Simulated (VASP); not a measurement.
Crystal: TiO.

```
Ti O
1.0
     2.70834    0.00000    0.00000
     0.00000    2.70834    0.00000
     0.00000    0.00000    2.70834
Ti O
1 1
Direct
  0.00000 0.00000 0.00000
  0.50000 0.50000 0.50000
```

The cell comes from a database or a generator and needn't be the stable form of this composition.

Base run:

```yaml
Program: VASP 6.6.1
Functional: r2SCAN
Potentials_or_basis: VASP PAW PBE potentials, release 64 (Ti_sv, O)
Cutoff: 520 eV
k_mesh: 7 × 7 × 7
Occupations: gaussian, width 0.05 eV
Spin: collinear spin, zero start
Starting_moments: "[0.0, 0.0] μB"
Hubbard_terms: Ti d U = 2 eV
```

Its results: band gap on the k mesh none (metal or under the smearing width); pressure -12.9 GPa; net moment 0.21 μB per cell; site moments Ti +0.18; O +0.01 μB.

Q: After a change of settings the same cell gave: band gap on the k mesh none (metal or under the smearing width); pressure -8.5 GPa; net moment 0.22 μB per cell; site moments Ti +0.18; O +0.01 μB. Which change was it?
A. hubbard terms from Ti d U = 2 eV to Ti d U = 4 eV; further incar settings from ALGO = Normal; EDIFF = 1e-06 to ALGO = Normal; EDIFF = 1e-07; NBANDS = 20
B. spin from collinear spin, zero start to collinear spin, random start; moments at the start from [0.0, 0.0] to [-0.26, 0.0]
C. spin from collinear spin, zero start to collinear spin, ferromagnetic start; moments at the start from [0.0, 0.0] to [1.0, 0.0]

A: A.

Caveats: the PAW data sets were made with another functional, which shifts forces and pressure a little.
